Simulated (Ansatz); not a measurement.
BeO:
```yaml
crystal:
  lattice:
    - [2.69026, 0.00000, 0.00000]
    - [-1.34513, 2.32984, 0.00000]
    - [0.00000, 0.00000, 4.36940]
  atoms:
    - { symbol: Be, position: [0.33333, 0.66667, 0.99990] }
    - { symbol: Be, position: [0.66667, 0.33333, 0.49990] }
    - { symbol: O, position: [0.33333, 0.66667, 0.37760] }
    - { symbol: O, position: [0.66667, 0.33333, 0.87760] }
```

Cartesian axes are those of the cell as given.

Problem. Give the high-frequency dielectric tensor and the Born effective charge tensors of the independent atoms from DFPT, the program Ansatz at the r²SCAN level (PAW).

Solution. 
ε∞:
```
2.93  0.00  0.00
0.00  2.93  0.00
0.00  0.00  2.98
```
Z* of atom 1 (Be), rows: field, columns: displacement, in e:
```
1.81  0.00  0.00
0.00  1.81  0.00
0.00  0.00  1.86
```
Z* of atom 3 (O), rows: field, columns: displacement, in e:
```
-1.81   0.00   0.00
 0.00  -1.81   0.00
 0.00   0.00  -1.86
```

Static charges for comparison (Bader): Be1 +1.76, O3 -1.76 e. Born charges measure polarisation by displacement and can exceed these by far.

Space group P6_3mc (wurtzite). The cell was relaxed with r²SCAN under the symmetry of its start; phonons on a q-mesh show no instability.

Potentials: the earlier of the program's two PAW sets.
